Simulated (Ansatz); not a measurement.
**Structures of AlN: which is lowest?**

Plane-wave DFT in Ansatz with scalar-relativistic PAW potentials, cutoff 420 eV, Γ-centred meshes chosen by cell and gap, Gaussian smearing with energies taken to zero width. Every cell was relaxed (cell and atoms) in a run of its own, within the symmetry of its start. Functional: PBE.

Relaxed structures (starts from databases or built by putting these elements on another compound's sites):
A. P6_3mc, 4 atoms in the computed cell, a = 3.130 Å, c = 5.018 Å; sites (symmetry × multiplicity) Al 3m. × 2, N 3m. × 2; start: database
B. P6_3/mmc, 4 atoms in the computed cell, a = 3.314 Å, c = 4.187 Å; sites (symmetry × multiplicity) Al -6m2 × 2, N -6m2 × 2; start: database
C. Fm-3m, 2 atoms in the computed cell, a = 4.071 Å; sites (symmetry × multiplicity) Al m-3m × 4, N m-3m × 4; start: database
D. F-43m, 2 atoms in the computed cell, a = 4.403 Å; sites (symmetry × multiplicity) Al -43m × 4, N -43m × 4; start: database

Question: Rank them by energy. Could pressure change the order?

Answer:
```tsv
structure	group	E − E(lowest) (meV/atom)	V (Å³/atom)	gap on mesh (eV)
A	P6_3mc	0.0	10.65	4.03
D	F-43m	21.4	10.67	3.31
B	P6_3/mmc	114	9.96	3.25
C	Fm-3m	169	8.43	4.44
```

A is lowest, 21 meV/atom under D. C is denser by 2.21 Å³/atom, so pressure favours it: ΔE/ΔV, with ΔE in eV and 1 eV/Å³ = 160.2 GPa, gives about 12 GPa for equal enthalpy if both cells were rigid, a rough figure since the two compress differently. Other structures may lie lower than all of these, and vibrations aren't counted.